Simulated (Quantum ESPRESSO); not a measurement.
# Changing pseudopotentials: SSSP efficiency against GBRV, 14 surfaces

How far does the work function move when only the pseudopotential set and its cutoffs are swapped on fixed atoms, and is the shift the same for all surfaces?

How it was computed: Quantum ESPRESSO 7.5 (pw.x, pp.x): slabs at the tabulated lattice constant, outer layers relaxed under PBE by Ansatz 0.2.0 (PAW) or by pw.x, 16 to 19 Å of vacuum, cold smearing of 0.02 Ry, SCF threshold 1e-7 Ry, k-spacings of 0.17 to 0.35 Å⁻¹ (2π included); slabs of magnetic metals were started with moments, and † marks those that keep one. The work function is the vacuum level of the electrostatic potential less the Fermi level. Covered slabs use open boundaries (ESM, bc1). The reference is PBE with GBRV ultrasoft files; atoms and mesh stay.

What came out:

| surface | PBE, GBRV (eV) | PBE, SSSP efficiency (eV) | shift (eV) | cutoff (Ry), new and old | CPU time, new over old |
| --- | --- | --- | --- | --- | --- |
| Y(0001), 4 layers + Na on hcp | 2.36 | 2.37 | +0.01 | 45, 40 | 1.3 |
| Pb(110), 7 layers | 3.71 | 3.71 | 0.00 | 45, 40 | 2.5 |
| Na(110), 5 layers + Ga on hollow | 3.86 | 3.87 | +0.01 | 45, 40 | 1.2 |
| Sc(0001), 4 layers + Zn on top | 3.89 | 3.90 | +0.01 | 45, 40 | 1.7 |
| Cu(110), 7 layers | 4.34 | 4.35 | 0.00 | 45, 40 | 0.6 |
| Ti(0001), 4 layers + Pd on top | 4.50 | 4.50 | 0.00 | 45, 40 | 0.3 |
| Al(111), 5 layers + Se on top | 4.52 | 4.52 | 0.00 | 45, 40 | 1.9 |
| Sc(0001), 4 layers + Al on top | 4.59 | 4.59 | 0.00 | 45, 40 | 1.9 |
| Cu(100), 5 layers + P on bridge | 4.75 | 4.75 | 0.00 | 45, 40 | 0.5 |
| Cu(111), 5 layers | 4.78 | 4.78 | 0.00 | 45, 40 | 0.7 |
| Nb(110), 5 layers + Si on top | 4.86 | 4.83 | −0.02 | 45, 40 | 1.5 |
| Mg(0001), 4 layers + Cl on fcc | 4.90 | 4.91 | +0.01 | 45, 40 | 0.7 |
| Rh(100), 7 layers | 5.08 | 5.07 | −0.01 | 45, 40 | 1.2 |
| Os(0001), 4 layers + O on fcc | 6.33 | 6.34 | +0.01 | 45, 40 | 1.2 |

What this shows: The shift runs from −0.02 eV (Nb(110), 5 layers + Si on top) to +0.01 eV (Sc(0001), 4 layers + Zn on top), with a median of 0.00 eV. It is nearly rigid: all surfaces lie within 0.05 eV of the median. 14 of 14 surfaces move by under 0.03 eV. The new level costs 1.2 times the reference's CPU time in the median.

What the numbers leave out: Surfaces for which SSSP takes the GBRV files throughout are left out; on covered slabs one element may still share its file. Levels carry 0.01 to 0.02 eV of SCF slack. CPU times come from shared hosts of several kinds and are rough.
